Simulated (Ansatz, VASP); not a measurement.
**Two plane-wave programs on InP**

```
In P
1.0
     0.00000    2.73436    2.73436
     2.73436    0.00000    2.73436
     2.73436    2.73436    0.00000
In P
1 1
Cartesian
  0.0000 0.0000 0.0000
  2.7344 2.7344 2.7344
```

Measurements of this composition are mostly on another form, of space group No. 216.

Alike in both runs: functional PBE; dispersion D3(BJ); k mesh 18 × 18 × 18; occupations gaussian, width 0.1 eV; no spin polarisation.

Ansatz relaxed the structure, and its values are those at the end. VASP's run is a single point on that final structure, the one shown.

|  | VASP | Ansatz |
| --- | --- | --- |
| version | VASP 6.6.1 | Ansatz 0.2.0 |
| potentials or method | VASP PAW PBE potentials, release 64 (In_d, P) | scalar-relativistic, plane waves, PAW |
| plane-wave cutoff (eV) | 520 | 420 |
| valence electrons in the cell | 18 | 18 |

```tsv
	VASP	Ansatz	Ansatz less VASP
gap on the k mesh at the Fermi level (eV)	none	none	-
pressure (GPa)	0.0	0.0	+0.02
```

A gap of «none» marks a metal or a gap that the smearing closes. With one functional, cell and mesh, what is left measures potentials, basis and numerics.

Caveats: pairwise dispersion overbinds metals, which lowers pressure and volume.
